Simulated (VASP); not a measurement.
# HfN: single point with PBE

The system is HfN.

```
Hf N
1.0
     3.13391    0.00000    0.00000
    -1.56695    2.71404    0.00000
     0.00000    0.00000    5.41677
Hf N
2 2
Direct
  0.33333 0.66667 0.25000
  0.66667 0.33333 0.75000
  0.00000 0.00000 0.50000
  0.00000 0.00000 0.00000
```

The cell comes from a database or a generator and needn't be the stable form of this composition.

```json
{
  "Program": "VASP 6.6.1",
  "Task": "single point",
  "Functional": "PBE",
  "Potentials or basis": "VASP PAW PBE potentials, release 64 (Hf_sv_GW, N_GW)",
  "Cutoff": "500 eV",
  "k mesh": "5 × 5 × 3",
  "Occupations": "gaussian, width 0.02 eV",
  "Spin": "no spin polarisation"
}
```

```
Pressure               : 5.1 GPa
Band gap on the k mesh : none (metal or under the smearing width)
```

Stress tensor (GPa, compression positive):
```
5.42 0.00 0.00
0.00 5.42 0.00
0.00 0.00 4.57
```

Levels at points of the mesh, in eV from the Fermi level:
| k point | band 15 | band 16 | band 17 | band 18 | band 19 | band 20 |
| --- | --- | --- | --- | --- | --- | --- |
| (0.00, 0.00, 0.00) | -4.02 | -2.18 | -1.07 | 0.26 | 0.26 | 0.62 |

Run time: 12 s on 1 thread of AMD EPYC 9R45 (Zen 5) (shared host), peak memory 0.13 GiB.

Caveat: the k mesh is coarse (spacing up to 0.46 Å⁻¹), so the values aren't converged; the cutoff is under 1.25 times the usual one of these potentials, so pressure, stress and relaxed cells hold a basis-set (Pulay) error. Spin-orbit coupling is left out, which matters for the levels of Hf.
